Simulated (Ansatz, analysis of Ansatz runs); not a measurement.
# A hop of Cu in LaOF (R-3m), charge +1, part 2 of 4

Aim: the barrier of one jump in LaOF (R-3m) at charge +1: Cu_i hop between interstitial places. The model is a cell of 36 host atoms with 1 Cu put in; Cu is the atom that moves.

Ansatz 0.2.0; plane-wave PAW DFT, PBEsol; nudged elastic band between two relaxed defect structures at fixed charge in a uniform background.

So far: The starting structure; Relaxation of the start point, charge +1.

### 3. Relaxation of the end point, charge +1

Level of this step: plane-wave PAW DFT, PBEsol; relaxation of all atoms of a defect supercell at fixed charge in a uniform background (Ansatz).

The end point is relaxed in the same cell and settings, so that the two energies compare. Atoms more than 3.2 Å from the middle of the hop start where the first relaxation left them, the nearer ones on or close to their ideal places, with small random displacements.

The input, qp1.end/input.yaml:

```yaml
crystal:
  lattice:
    - [-4.01323028, 6.95111875, 0.0]
    - [-12.03969085, 0.0, 0.0]
    - [-2.00661514, 1.15851979, 6.68937332]
  atoms:
    - { symbol: La, position: [0.12802204, 0.08735696, 0.22379659] }
    - { symbol: La, position: [0.36951291, 0.24877202, 0.7757481] }
[... 2 atom lines left out ...]
    - { symbol: F, position: [0.06449263, 0.04299509, 0.6130442] }
[... 2 atom lines left out ...]
    - { symbol: La, position: [0.37087889, 0.58058593, 0.77472663] }
    - { symbol: O, position: [0.1884472, 0.4589648, 0.86931681] }
[... 2 atom lines left out ...]
    - { symbol: F, position: [0.43550737, 0.62367158, 0.3869558] }
[... 2 atom lines left out ...]
    - { symbol: O, position: [0.1884472, 0.79229813, 0.86931681] }
[... 1 atom line left out ...]
    - { symbol: F, position: [0.06449263, 0.70966176, 0.6130442] }
[... 14 atom lines left out ...]
    - { symbol: La, position: [0.87087889, 0.91391926, 0.77472663] }
    - { symbol: O, position: [0.6884472, 0.79229813, 0.86931681] }
    - { symbol: O, position: [0.815467, 0.87056069, 0.12919307] }
    - { symbol: F, position: [0.56449263, 0.70966176, 0.6130442] }
    - { symbol: F, position: [0.93550737, 0.95700491, 0.3869558] }
    - { symbol: Cu, position: [1.25, 0.8333, -0.5] }
total_charge: 1
basis:
  ecutwfc: 420
  xc_grid: 2
hamiltonian:
  xc: pbesol
kpoints:
  mp_grid: { grid: [1, 1, 1], shift: [0.25, 0.25, 0.25] }
scf:
  occupations: { method: fixed }
  max_iter: 120
output:
  forces: true
relax:
  f_tol: 0.02
  max_steps: 70
  random_displacement: { amplitude: 0.01, seed: 2314 }
```

Command:

```bash
ansatz run input.yaml --threads 4 --pin off --max-ram 7536MiB --backend cpu --events-out ev --progress --plain --runs-dir out
```

Numbers of over 12 decimals in the logs are rounded to 6 here.

Output:

```text
[...]
Crystal: 37 atoms, lattice volume = 559.829 Å³
Basis set: ecut = 420 eV, 10937 PW (Γ), exchange–correlation on 108×162×96 points (8 copies of the dense FFT grid, shifted against one another)
Bands: 190, of which v1, the nominal top of the filled ones, is band 153 counted from 1 (152 counted from 0)
Symmetry: 1 space group operations
k-points: 1
[...]
SCF iter   1: F=—  HF=-96941.769860 eV  |F-HF|=—  |Δ(HF+E_count)|=         —  Δρ=1.26e-2  dr2=7.14e-1  ethr=1.77e-3  ⟨swp⟩=5.0  Hψ=601  notcnv=0  defer=35
[...]
SCF iter   9: F=-96941.620606 eV  HF=-96941.620607 eV  |F-HF|=8.52e-7  |Δ(HF+E_count)|=   1.49e-6  Δρ=2.38e-5  dr2=2.58e-6  ethr=3.27e-9  ⟨swp⟩=3.0  Hψ=742  notcnv=0
SCF 1 converged in 9 iterations: F = -96941.620606 eV  dr2 = 2.58e-6
[...]
- { symbol: La, position: [0.628446, 0.088752, 0.223790] }
    - { symbol: La, position: [0.871125, 0.247394, 0.775076] }
    - { symbol: O, position: [0.686289, 0.125707, 0.871657] }
    - { symbol: O, position: [0.811209, 0.209620, 0.130156] }
    - { symbol: F, position: [0.558407, 0.048647, 0.614750] }
    - { symbol: F, position: [0.931525, 0.296669, 0.384994] }
    - { symbol: La, position: [0.628593, 0.419781, 0.224675] }
    - { symbol: La, position: [0.871272, 0.578415, 0.775976] }
    - { symbol: O, position: [0.688496, 0.457550, 0.869598] }
    - { symbol: O, position: [0.813434, 0.541466, 0.128098] }
    - { symbol: F, position: [0.568168, 0.370506, 0.614770] }
    - { symbol: F, position: [0.941309, 0.618518, 0.385014] }
    - { symbol: La, position: [0.643018, 0.746360, 0.228160] }
    - { symbol: La, position: [0.856725, 0.920790, 0.771591] }
    - { symbol: O, position: [0.675867, 0.797003, 0.875530] }
    - { symbol: O, position: [0.823885, 0.870156, 0.124217] }
    - { symbol: F, position: [0.581851, 0.705185, 0.607550] }
    - { symbol: F, position: [0.917857, 0.961993, 0.392204] }
    - { symbol: Cu, position: [1.249895, 0.833581, -0.500163] }
[key lines of the parts left out:]
SCF converged after 7 iterations
Free energy (F): -96943.174327 eV
Fermi energy:    9.606998 eV
```

It took 63 s on 4 threads of Intel Xeon Platinum 8259CL at 2.50GHz (Skylake/Cascade Lake), shared host; peak memory 1 GiB.

Step by step:

```csv
step,energy less that of the first step (eV),largest force component (eV/Å)
1,0.0000,2.6640
2,-0.9349,1.2456
3,-1.2668,0.4438
4,-1.3525,0.3668
5,-1.4602,0.2399
6,-1.4788,0.3145
7,-1.5181,0.2722
8,-1.5525,0.0389
9,-1.5525,0.0402
10,-1.5537,0.0059
```

The atoms that moved most (Å, from the sites as typed, ahead of the random displacement):

```csv
atom,dx,dy,dz,length
O16,0.014,0.007,0.521,0.522
O15,-0.017,0.007,-0.497,0.497
La13,0.150,-0.056,-0.032,0.163
F18,-0.080,0.093,0.083,0.148
F17,0.089,-0.080,-0.066,0.136
La31,0.036,0.121,0.025,0.129
F36,0.002,-0.116,0.036,0.122
F35,-0.003,0.115,-0.036,0.120
```

Neighbours of Cu37 at the end:

```csv
atom,distance (Å)
O16,1.974
O15,1.974
F18,2.530
F17,2.530
F12,2.531
F5,2.531
F35,2.537
F36,2.537
```

Read from the output:

```
free energy                                                                                       : -96943.1743 eV
r.m.s. move of the farther half of the atoms                                                      : 0.1231 Å
largest move from the ideal geometry of this structure, a common shift of the far atoms taken out : 0.4969 Å
```

The relaxation gained 1.554 eV and ended with a largest force component of 0.0059 eV/Å. The end lies 0.242 eV below the start.

[end of part 2 of 4]

[Logs are printed without paths, hosts, clocks, repeated set-up lines and the standing remarks that a program may print on its own settings, such as how far it seeks lower states.]

[Hosts, paths, dates, database ids (printed as entryN), source tags and the programs' standing remarks are cut or masked in the printed files.]
